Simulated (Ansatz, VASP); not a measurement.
## SiC: VASP beside Ansatz

INCAR

```
PREC     = Accurate       # precision mode
ENCUT    = 520            # plane-wave cutoff, eV
EDIFF    = 1E-7           # SCF threshold, eV
ISMEAR   = 0              # smearing method
SIGMA    = 0.05           # smearing width, eV
LREAL    = F              # projectors in reciprocal space
LASPH    = T              # aspherical terms in the spheres
NELM     = 60             # most SCF steps
ALGO     = Normal         # electronic algorithm
ISIF     = 2              # what is computed and relaxed
LWAVE    = F              # write WAVECAR
LCHARG   = F              # write CHGCAR
GGA      = PS             # functional
NBANDS   = 11             # bands
```

The input KPOINTS:

```
Automatic mesh
0
Gamma
  12 12 12
```

File POSCAR:

```
SiC
1.0
    0.0000000000      2.1440364509      2.1440364509
    2.1440364509      0.0000000000      2.1440364509
    2.0339759131      2.0339759131      0.1100605378
Si C
1 1
Direct
    0.0000000000      0.0000000000      0.0000000000
    0.7500000000      0.7500000000      0.7500000000
```

Input for Ansatz:

```yaml
crystal:
  lattice:
    - [0.0, 2.1440364509, 2.1440364509]
    - [2.1440364509, 0.0, 2.1440364509]
    - [2.0339759131, 2.0339759131, 0.1100605378]
  atoms:
    - { symbol: Si, position: [0.0, 0.0, 0.0] }
    - { symbol: C, position: [0.75, 0.75, 0.75] }
basis:
  ecutwfc: 520.0
kpoints:
  mp_grid: { grid: [12, 12, 12] }
hamiltonian:
  xc: pbesol
  pseudopotentials: { kind: paw, azcp: { folder: soft_1 } }
scf:
  occupations: { method: gaussian, width: 0.05 }
output:
  forces: true
  stress: true
  eigenvalues: true
```

Alike in both runs: task single point; functional PBEsol; k mesh 12 × 12 × 12; occupations gaussian, width 0.05 eV; no spin polarisation.

|  | VASP | Ansatz |
| --- | --- | --- |
| version | VASP 6.6.1 | Ansatz 0.2.0 |
| potentials or method | VASP PAW PBE potentials, release 64 (Si, C) | scalar-relativistic, plane waves, PAW |
| plane-wave cutoff (eV) | 520 | 520 |
| valence electrons in the cell | 8 | 8 |

VASP gave:

- gap on the k mesh at the Fermi level (eV): 0.67
- least direct gap on the mesh (eV): 3.90
- rms of the force components (eV/Å): 1.135

What did Ansatz give for the same quantities?

gap on the k mesh at the Fermi level (eV): 0.69; least direct gap on the mesh (eV): 3.92; rms of the force components (eV/Å): 1.129.

Atom by atom the forces differ by 0.006 eV/Å (rms over components). The functional is the same, so the differences come from potentials, cutoffs and numerics. Ansatz warned: «pseudo_functional_mismatch».

Caveats: the PAW data sets were made with another functional, which shifts forces and pressure a little (VASP). A k mesh can miss the band edges.
